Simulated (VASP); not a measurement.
# ZnS: two structures compared in the RPA: zincblende and rocksalt

ZnS, F-43m (no. 216), 2 atoms in the cell. PBE, RPA total energies; PAW potentials Zn_GW, S_GW (PBE set).

## Input

INCAR.step1:
```
ISMEAR = 0
SIGMA = 0.05
EDIFF = 1E-7
PREC = Accurate
LASPH = True
LREAL = False
LCHARG = False
ENCUT = 472
GGA = PE
IBRION = 2
NSW = 40
ISIF = 3
EDIFFG = -0.003
LWAVE = False
```

INCAR.step3:
```
ISMEAR = 0
SIGMA = 0.05
EDIFF = 1E-8
PREC = Accurate
LASPH = True
LREAL = False
LCHARG = False
ENCUT = 350
GGA = PE
LWAVE = True
ALGO = Normal
KPAR = 8
```

INCAR.step4:
```
ISMEAR = 0
SIGMA = 0.05
EDIFF = 1E-8
PREC = Accurate
LASPH = True
LREAL = False
LCHARG = False
ENCUT = 350
GGA = PE
ALGO = Eigenval
NELM = 1
LWAVE = False
PRECFOCK = Fast
LHFCALC = True
AEXX = 1.0
ALDAC = 0.0
AGGAC = 0.0
HFRCUT = -1
KPAR = 8
```

INCAR.step5:
```
ISMEAR = 0
SIGMA = 0.05
EDIFF = 1E-8
PREC = Accurate
LASPH = True
LREAL = False
LCHARG = False
ENCUT = 350
GGA = PE
ALGO = ACFDT
NOMEGA = 12
LWAVE = False
PRECFOCK = Fast
ESF_SPLINES = True
```

KPOINTS.step1:
```
k-points
0
Gamma
  11 11 11
```

KPOINTS.step3:
```
k-points
0
Gamma
  7 7 7
```

KPOINTS.step5:
```
k-points
0
Gamma
  5 5 5
```

POSCAR.step1:
```
ZnS
1.0
    0.0000000000      2.7020000000      2.7020000000
    2.7020000000      0.0000000000      2.7020000000
    2.7020000000      2.7020000000      0.0000000000
Zn S
1 1
Direct
    0.0000000000      0.0000000000      0.0000000000
    0.2500000000      0.2500000000      0.2500000000
```

POSCAR.step2:
```
ZnS
1.0
    0.0000000000      2.5392845805      2.5392845805
    2.5392845805      0.0000000000      2.5392845805
    2.5392845805      2.5392845805      0.0000000000
Zn S
1 1
Direct
    0.0000000000      0.0000000000      0.0000000000
    0.5000000000      0.5000000000      0.5000000000
```

Commands (each step's output is kept before the next begins):
```
cat potpaw_PBE.64/Zn_GW/POTCAR potpaw_PBE.64/S_GW/POTCAR > POTCAR
cp INCAR.step1 INCAR
cp KPOINTS.step1 KPOINTS
cp POSCAR.step1 POSCAR
mpirun -np 8 vasp_std > vasp.out
cp CONTCAR CONTCAR.first
rm WAVECAR CHG
cp POSCAR.step2 POSCAR
mpirun -np 8 vasp_std > vasp.out
cp CONTCAR CONTCAR.second
rm WAVECAR CHG
cp CONTCAR.first POSCAR
cp INCAR.step3 INCAR
cp KPOINTS.step3 KPOINTS
mpirun -np 8 vasp_std > vasp.out
cp CONTCAR.first POSCAR
cp INCAR.step4 INCAR
mpirun -np 8 vasp_std > vasp.out
rm WAVECAR CHG
cp CONTCAR.first POSCAR
cp INCAR.step5 INCAR
cp KPOINTS.step5 KPOINTS
mpirun -np 8 vasp_std > vasp.out
rm WAVECAR CHG
cp CONTCAR.second POSCAR
cp INCAR.step3 INCAR
cp KPOINTS.step3 KPOINTS
mpirun -np 8 vasp_std > vasp.out
cp CONTCAR.second POSCAR
cp INCAR.step4 INCAR
mpirun -np 8 vasp_std > vasp.out
rm WAVECAR CHG
cp CONTCAR.second POSCAR
cp INCAR.step5 INCAR
cp KPOINTS.step5 KPOINTS
mpirun -np 8 vasp_std > vasp.out
```

## Result

- RPA energy difference (meV/atom): 359.5

Energy of rocksalt less zincblende, each relaxed in PBE:

| Method | meV/atom |
|---|---|
| PBE | 320.2 |
| Exact exchange, no correlation | 596.9 |
| RPA | 359.5 |

VASP 6.6.1 took 589 s on 8 cores (Intel Xeon Platinum 8488C (Sapphire Rapids)), a shared host.
